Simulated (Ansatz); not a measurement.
# BN: a tetragonal deformation path

The task here is to estimate one member of a computed series from the others.

Computed with Ansatz 0.2.0 (DFT r2SCAN, scalar-relativistic, plane waves, PAW, unless a step's input says otherwise).

## The system as given

Symmetry: F-43m, No. 216, cubic system. Conventional cell: a = 3.626 Å, b = 3.626 Å, c = 3.626 Å, α = 90.00°, β = 90.00°, γ = 90.00°. B (site symmetry -43m) is surrounded by 4 N at 1.57 Å. N (site symmetry -43m) is surrounded by 4 B at 1.57 Å.

Structure file:

```cif
data_structure
_symmetry_space_group_name_H-M 'F-43m'
_symmetry_Int_Tables_number 216
_cell_length_a 3.6260
_cell_length_b 3.6260
_cell_length_c 3.6260
_cell_angle_alpha 90.000
_cell_angle_beta 90.000
_cell_angle_gamma 90.000
_cell_volume 47.67
loop_
_atom_site_label
_atom_site_type_symbol
_atom_site_symmetry_multiplicity
_atom_site_Wyckoff_symbol
_atom_site_fract_x
_atom_site_fract_y
_atom_site_fract_z
_atom_site_occupancy
B1 B 4 a 0.00000 0.00000 0.00000 1
N1 N 4 c 0.25000 0.25000 0.25000 1
```

It goes back to an entry of the Materials Project, which need not be the stable form.

No relaxation comes first: the listed cell is the starting point.

Set-up of the first run:

At fixed volume and fractional coordinates, lengths along (0.000, 0.000, 1.000) are scaled against those across it; ρ is that ratio over its starting value.

Input file input.yaml:

```yaml
crystal:
  lattice:
    - [0.0, 2.0351272637, 1.4388349754]
    - [2.0351272637, 0.0, 1.4388349754]
    - [2.0351272637, 2.0351272637, 0.0]
  atoms:
    - { symbol: B, position: [0.0, 0.0, 0.0] }
    - { symbol: "N", position: [0.75, 0.75, 0.75] }
basis:
  ecutwfc: 500
kpoints:
  mp_grid: { grid: [12, 12, 12] }
hamiltonian:
  xc: r2scan
scf:
  occupations: { method: gaussian, width: 0.05 }
output:
  forces: true
  stress: true
  eigenvalues: true
  write_density: true
  write_potential: true
  elf: true
  volumetric_format: npy
```

Command:

```bash
$ ansatz run input.yaml --threads 1 --pin off --max-ram 2560MiB --backend cpu --events-out ev --progress --plain --runs-dir out
```

Steps of the session up to this table: ρ = 0.707; At ρ = 1.414; At ρ = 0.850; Point ρ = 1.200; ρ = 0.780; ρ = 1.300; Point ρ = 0.920; ρ = 1.100; Point ρ = 0.650; ρ = 1.500; Point ρ = 0.960; Point ρ = 1.050.

One of the session's tables, all rows but one given; the rest of the session is left out.

```
    ρ  ΔE (meV/atom)  pressure (GPa)  gap on the mesh (eV)
0.650         1007.7           -10.2                  0.33
0.707          691.0            -8.6                  1.35
0.780          385.1            -6.8                  1.82
0.850          178.7            -5.7                  2.60
0.920           50.8            -5.3                  3.61
0.960           12.7            -5.2                  4.27
1.000            0.0            -5.2                  4.99
1.050           19.7            -5.2                  4.54
1.100           78.5            -5.1                  4.11
1.200          308.8            -4.5                  3.29
1.300              ?               ?                     ?
1.414         1249.4             0.7                  1.30
1.500         1770.7             4.7                  0.20
```

Estimate the missing values for ρ = 1.300.

Worked estimate for «ΔE (meV/atom)». A straight line through the neighbours (1.200, 308.8) and (1.414, 1249.4) gives 308.8 + (1249.4 − 308.8) × (1.300 − 1.200) / (1.414 − 1.200) = 748.3; a parabola fitted to 4 rows on both sides gives 678.1.

The run gave: ΔE (meV/atom): 678.3; pressure (GPa): -2.8; gap on the mesh (eV): 2.41. In «ΔE (meV/atom)» the line misses by +70.0 and the parabola by -0.2.
